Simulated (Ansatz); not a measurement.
## Pb under changes of volume

One of the cells (30.323 Å³/atom); the others are scaled copies at fixed shape and fractional positions:

```
Pb
1.0
     0.00000    2.47502    2.47502
     2.47502    0.00000    2.47502
     2.47502    2.47502    0.00000
Pb
1
Direct
  0.00000 0.00000 0.00000
```

- Program: Ansatz 0.2.0
- Functional: PBE
- Dispersion: D4
- Potentials or basis: Ansatz PAW
- Cutoff: 420 eV (not typed: the program's choice for these potentials)
- k mesh: 9 × 9 × 9
- Occupations: fermi-dirac, width 0.05 eV
- Spin: no spin polarisation

```csv
volume (Å³/atom),energy over the lowest point (meV/atom),pressure (GPa)
28.503,19.49,3.5
29.110,8.52,2.2
29.716,2.19,1.1
30.323,0.00,0.1
30.929,1.45,-0.8
31.535,?,?
32.142,13.29,-2.3
```

What does the run at 31.535 Å³/atom give?

Energy over the lowest point 6.01 meV/atom; pressure -1.6 GPa.

Worked out: A Birch-Murnaghan fit of order 3 (a polynomial in V^(-2/3)) to the other rows has its minimum at 30.37 Å³/atom with B0 = V·E''(V) = 47 GPa and B' = 5.7. It gives 5.98 meV/atom at 31.535 Å³/atom, against the run's 6.01, and -dE/dV = -1.6 GPa, against -1.6.

Energies are extrapolated to zero smearing.

Caveats: pairwise dispersion overbinds metals, which lowers pressure and volume.
